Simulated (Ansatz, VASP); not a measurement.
## GaN in VASP and in Ansatz

The input INCAR:

```
SYSTEM = GaN
PREC     = Accurate       ! precision mode
ENCUT    = 520            ! plane-wave cutoff, eV
EDIFF    = 1E-6           ! SCF threshold, eV
ISMEAR   = -1             ! smearing method
SIGMA    = 0.02           ! smearing width, eV
LREAL    = .FALSE.        ! projectors in reciprocal space
LASPH    = .TRUE.         ! aspherical terms in the spheres
NELM     = 80             ! most SCF steps
ALGO     = Normal         ! electronic algorithm
ISIF     = 2              ! what is computed and relaxed
LWAVE    = .FALSE.        ! write WAVECAR
LCHARG   = .FALSE.        ! write CHGCAR
GGA      = PE             ! functional
NBANDS   = 16             ! bands
```

The input KPOINTS:

```
Automatic mesh
0
G
  6 6 6
  0 0 0
```

The input POSCAR:

```
GaN
1.0
    0.0000000000      1.9925000000      1.9925000000
    1.9925000000      0.0000000000      1.9925000000
    1.9925000000      1.9925000000      0.0000000000
Ga N
1 1
Direct
    0.5000000000      0.5000000000      0.5000000000
    0.0000000000      0.0000000000      0.0000000000
```

Input for Ansatz:

```yaml
crystal:
  lattice:
    - [0.0, 1.9925, 1.9925]
    - [1.9925, 0.0, 1.9925]
    - [1.9925, 1.9925, 0.0]
  atoms:
    - { symbol: Ga, position: [0.5, 0.5, 0.5] }
    - { symbol: "N", position: [0.0, 0.0, 0.0] }
kpoints:
  mp_grid: { grid: [6, 6, 6] }
scf:
  occupations: { method: fermi_dirac, width: 0.02 }
hamiltonian:
  xc: pbe
  pseudopotentials: { kind: all_electron, lapw: { basis_error: 0.001 } }
output:
  forces: true
  stress: true
  eigenvalues: true
```

Alike in both runs: task single point; functional PBE; k mesh 6 × 6 × 6; occupations fermi-dirac, width 0.02 eV; no spin polarisation.

|  | VASP | Ansatz |
| --- | --- | --- |
| version | VASP 6.6.1 | Ansatz 0.2.0 |
| potentials or method | VASP PAW PBE potentials, release 64 (Ga_d, N) | all-electron LAPW, scalar-relativistic |
| plane-wave cutoff (eV) | 520 | see its input |

Ansatz gave:

```
gap on the k mesh at the Fermi level (eV) : 1.81
```

**Question.** Which values does VASP return?

**Answer.** gap on the k mesh at the Fermi level (eV): 1.80.

Ansatz ran all-electron here, so the differences hold the error of VASP's frozen core and of both bases.

Caveats: the k mesh is coarse (spacing up to 0.46 Å⁻¹), so the values aren't converged. A k mesh can miss the band edges. A hybrid or GW would open this gap; PBE tends to underestimate it.
